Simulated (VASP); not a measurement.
A run of VASP 6.6.1 is set up as follows.

Contents of INCAR:

```
SYSTEM = BaO
PREC = Accurate
ENCUT = 700
EDIFF = 1E-7
ISMEAR = 0
SIGMA = 0.02
LREAL = .False.
LASPH = .True.
NELM = 120
ALGO = Normal
ISIF = 3
LWAVE = .False.
LCHARG = .False.
GGA = PE
IBRION = 2
NSW = 40
EDIFFG = -0.005
```

File KPOINTS:

```
Automatic mesh
0
Gamma
  8 8 8
  0 0 0
```

File POSCAR:

```
BaO
1.0
    0.0000000000      2.7600000000      2.7600000000
    2.7600000000      0.0000000000      2.7600000000
    2.7600000000      2.7600000000      0.0000000000
Ba O
1 1
Direct
    0.0000000000      0.0000000000      0.0000000000
    0.5000000000      0.5000000000      0.5000000000
```

Potentials or basis: VASP PAW PBE potentials, release 64 (Ba_sv, O).

Launch:

```console
$ cat potpaw_PBE.64/Ba_sv/POTCAR potpaw_PBE.64/O/POTCAR > POTCAR
$ mpirun -np 1 vasp_std > vasp.out
```

Question: Estimate the band gap on the k mesh.

Answer: 2.10 eV, direct.

Question: Predict the relaxed cell.

Answer: a = 3.968 Å, b = 3.968 Å, c = 3.968 Å, α = 60.00°, β = 60.00°, γ = 60.00°.

Question: Estimate the space group after relaxing (to 0.05 Å).

Answer: Fm-3m (No. 225).

Final structure:
```cif
data_structure
_symmetry_space_group_name_H-M 'P 1'
_symmetry_Int_Tables_number 1
_cell_length_a 3.9683
_cell_length_b 3.9683
_cell_length_c 3.9683
_cell_angle_alpha 60.000
_cell_angle_beta 60.000
_cell_angle_gamma 60.000
_cell_volume 44.19
loop_
_atom_site_label
_atom_site_type_symbol
_atom_site_fract_x
_atom_site_fract_y
_atom_site_fract_z
_atom_site_occupancy
Ba1 Ba 0.00000 0.00000 0.00000 1
O1 O 0.50000 0.50000 0.50000 1
```

Caveat: spin-orbit coupling is left out, which moves the levels of the heavy elements. A k mesh can miss the band edges.
